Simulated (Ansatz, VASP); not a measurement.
Two plane-wave programs on CdSe

INCAR

```
SYSTEM = CdSe
  PREC = Accurate
  ENCUT = 520
  EDIFF = 1E-7
  ISMEAR = 0
  SIGMA = 0.05
  LREAL = .FALSE.
  LASPH = .TRUE.
  NELM = 80
  ALGO = Normal
  ISIF = 2
  LWAVE = .FALSE.
  LCHARG = .TRUE.
  GGA = PS
  LELF = .TRUE.
  LVHAR = .TRUE.
  NBANDS = 16
```

The input KPOINTS:

```
regular mesh
0
G
  10 10 10
  0 0 0
```

The input POSCAR:

```
CdSe
1.0
    0.0000000000      3.2823032453      3.2823032453
    3.2823032453      0.0000000000      3.2823032453
    3.1133740383      3.1133740383      0.1689292070
Cd Se
1 1
Direct
    0.0000000000      0.0000000000      0.0000000000
    0.7500000000      0.7500000000      0.7500000000
```

Input for Ansatz:

```yaml
crystal:
  lattice:
    - [0.0, 3.2823032453, 3.2823032453]
    - [3.2823032453, 0.0, 3.2823032453]
    - [3.1133740383, 3.1133740383, 0.168929207]
  atoms:
    - { symbol: Cd, position: [0.0, 0.0, 0.0] }
    - { symbol: Se, position: [0.75, 0.75, 0.75] }
basis:
  ecutwfc: 420
kpoints:
  mp_grid: { grid: [10, 10, 10] }
hamiltonian:
  xc: pbesol
scf:
  occupations: { method: gaussian, width: 0.05 }
output:
  forces: true
  stress: true
  eigenvalues: true
```

Alike in both runs: task single point; functional PBEsol; k mesh 10 × 10 × 10; occupations gaussian, width 0.05 eV; no spin polarisation.

|  | VASP | Ansatz |
| --- | --- | --- |
| version | VASP 6.6.1 | Ansatz 0.2.0 |
| potentials or method | VASP PAW PBE potentials, release 64 (Cd, Se) | scalar-relativistic, plane waves, PAW |
| plane-wave cutoff (eV) | 520 | 420 |
| valence electrons in the cell | 18 | 36 |

```csv
,VASP,Ansatz,Ansatz less VASP
gap on the k mesh at the Fermi level (eV),0.35,0.36,+0.002
least direct gap on the mesh (eV),0.39,0.39,0.000
pressure (GPa),-4.9,-5.0,-0.18
largest component of the traceless stress (GPa),1.52,1.48,-0.042
rms of the force components (eV/Å),0.182,0.170,-0.0112
```

Atom by atom the forces differ by 0.011 eV/Å (rms over components). The two sets of potentials don't hold the same shells in valence.

Caveats: the PAW data sets were made with another functional, which shifts forces and pressure a little (VASP).
